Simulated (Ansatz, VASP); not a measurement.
Two plane-wave programs on LiF

Contents of INCAR:

```
SYSTEM = LiF
ALGO = Normal
EDIFF = 1E-7
ENCUT = 520
GGA = PE
ISIF = 2
ISMEAR = 0
LASPH = .TRUE.
LCHARG = .FALSE.
LREAL = .FALSE.
LWAVE = .FALSE.
NBANDS = 12
NELM = 100
PREC = Accurate
SIGMA = 0.05
```

File KPOINTS:

```
k-points
0
G
  10 10 10
  0 0 0
```

The input POSCAR:

```
LiF
1.0
    0.0000000000      2.0140000000      2.0140000000
    1.9384750000      0.0000000000      2.0140000000
    1.9384750000      2.0140000000      0.0000000000
Li F
1 1
Direct
    0.0000000000      0.0000000000      0.0000000000
    0.5000000000      0.5000000000      0.5000000000
```

Input for Ansatz:

```yaml
crystal:
  lattice:
    - [0.0, 2.014, 2.014]
    - [1.938475, 0.0, 2.014]
    - [1.938475, 2.014, 0.0]
  atoms:
    - { symbol: Li, position: [0.0, 0.0, 0.0] }
    - { symbol: F, position: [0.5, 0.5, 0.5] }
basis:
  ecutwfc: 420
kpoints:
  mp_grid: { grid: [10, 10, 10] }
hamiltonian:
  xc: pbe
scf:
  occupations: { method: gaussian, width: 0.05 }
output:
  forces: true
  stress: true
  eigenvalues: true
```

Change from the starting cell: strain -0.0375 x Voigt [1, 0, 0, 0, 0, 0], atoms carried along.

Alike in both runs: task single point; functional PBE; k mesh 10 × 10 × 10; occupations gaussian, width 0.05 eV; no spin polarisation.

|  | VASP | Ansatz |
| --- | --- | --- |
| version | VASP 6.6.1 | Ansatz 0.2.0 |
| potentials or method | VASP PAW PBE potentials, release 64 (Li_sv, F) | scalar-relativistic, plane waves, PAW |
| plane-wave cutoff (eV) | 520 | 420 |
| valence electrons in the cell | 10 | 10 |

```csv
,VASP,Ansatz,Ansatz less VASP
gap on the k mesh at the Fermi level (eV),9.40,9.40,-0.003
least direct gap on the mesh (eV),9.40,9.40,-0.003
```

 A k mesh can miss the band edges.
